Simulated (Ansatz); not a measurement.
**Se started on a Si site in diamond Si, 64 atoms, charge −1**

All numbers come from Ansatz (PAW, plane waves, no spin–orbit coupling) at the single k point (¼, ¼, ¼) without its symmetry partners. The atoms were relaxed with PBEsol in a fixed cell; other functionals are single points on those atoms unless said otherwise. The valence top and gap of the host come from its small cell on a dense mesh, with the band extrema sought between the mesh points, lined up by the mean potential, PBEsol gap 0.46 eV, r²SCAN gap 0.76 eV. The charge correction uses an assumed dielectric constant of 11.7.

Relaxed structure:

```
Si Se
1.0
    10.86558    0.00000    0.00000
     0.00000   10.86558    0.00000
     0.00000    0.00000   10.86558
Si Se
63 1
Cartesian
  10.8628 0.0082 10.8653
  10.8372 10.8464 5.4056
  10.8368 5.4134 10.8381
  0.0074 5.4484 5.4381
  5.4041 10.8462 10.8388
  5.4356 0.0218 5.4380
  5.4356 5.4485 0.0102
  1.3619 1.3697 1.3643
  1.3397 1.3464 6.7782
  1.3392 6.7837 1.3406
  1.3683 6.8109 6.8037
  6.7766 1.3464 1.3410
  6.8028 1.3764 6.8047
  6.8017 6.8108 1.3703
  6.8292 6.8362 6.8308
  2.7157 2.7235 10.8607
  2.6966 2.7032 5.4222
  2.7017 8.1478 0.0011
  2.6996 8.1897 5.4504
  8.1419 2.7075 0.0019
  8.1817 2.7057 5.4499
  8.1466 8.1548 10.8575
  8.1392 8.1469 5.3986
  4.0777 4.0887 1.3606
  3.9700 3.9761 6.9444
  4.0670 9.5116 1.3576
  4.0739 9.5404 6.7976
  9.5019 4.0771 1.3579
  9.5275 4.0843 6.7976
  9.5073 9.5182 1.3593
  9.4931 9.5032 6.7957
  2.7143 0.0028 2.7156
  2.7006 0.0143 8.1440
  2.6962 5.4343 2.6978
  2.6974 5.4583 8.1789
  8.1418 0.0144 2.7024
  8.1454 0.0005 8.1470
  8.1777 5.4584 2.6988
  8.1387 5.4097 8.1405
  4.0766 1.3631 4.0785
  4.0679 1.3627 9.5070
  3.9688 6.9524 3.9708
  4.0737 6.7994 9.5278
  9.5048 1.3626 4.0698
  9.5072 1.3611 9.5095
  9.5258 6.7996 4.0757
  9.4939 6.8010 9.4964
  10.8580 2.7242 2.7176
  10.8655 2.7072 8.1440
  10.8647 8.1479 2.7033
  10.8547 8.1548 8.1489
  5.4205 2.7031 2.6984
  5.4478 2.7063 8.1837
  5.4484 8.1901 2.7017
  5.3963 8.1467 8.1409
  1.3588 4.0891 4.0796
  1.3570 4.0765 9.5036
  1.3564 9.5116 4.0686
  1.3573 9.5181 9.5096
  6.9435 3.9761 3.9715
  6.7958 4.0848 9.5298
  6.7960 9.5406 4.0763
  6.7946 9.5029 9.4947
  5.3869 5.4091 5.3900
```

Chemical potentials μ are those of reference phases of the elements at zero temperature by the same functional (the usual solids, diamond for C, grey Sn, and the molecules H2, N2, O2, F2, Cl2, Br2 and S8).

```csv
functional,E(defect) − E(host) − Σ nμ + q·E_VBM (eV),monopole (eV),alignment (eV),formation energy at E_F = VBM (eV),moment (μB),"wall time, shared host"
PBEsol,1.81,0.16,-0.12,1.85,1.0,11 s on NVIDIA GB300 (relaxation)
r²SCAN,2.47,0.16,-0.12,2.51,1.0,8.6 s on NVIDIA GB300
```

(1) How does the monopole term follow by hand for this cubic cell?

r²SCAN one-electron levels near the gap (the ten most localised at most), from the host's valence top, not corrected for the charge's images:

```
level (eV)  spin  filling  atoms sharing it  element of the atom with most weight
      0.54    up     1.00              23.7                                spread
      0.57  down     1.00              24.8                                spread
      0.96    up     0.95              63.1                                spread
      1.03    up     0.04              63.2                                spread
      1.04  down     0.01              63.3                                spread
```

The charge sits partly or wholly in a band of the host, at the cell's one k point and not at the band edge, so the formation energy is too high and the charge correction doesn't apply as it stands.

One k point and a cell of this size can leave errors of several tenths of an eV in such numbers.

## Answers

(1) q²·α·e²/(4πε₀)/(2εL) with the Madelung constant α = 2.837 and e²/4πε₀ = 14.40 eV·Å: 1 × 2.837 × 14.40 / (2 × 11.7 × 10.866) = 0.16 eV.
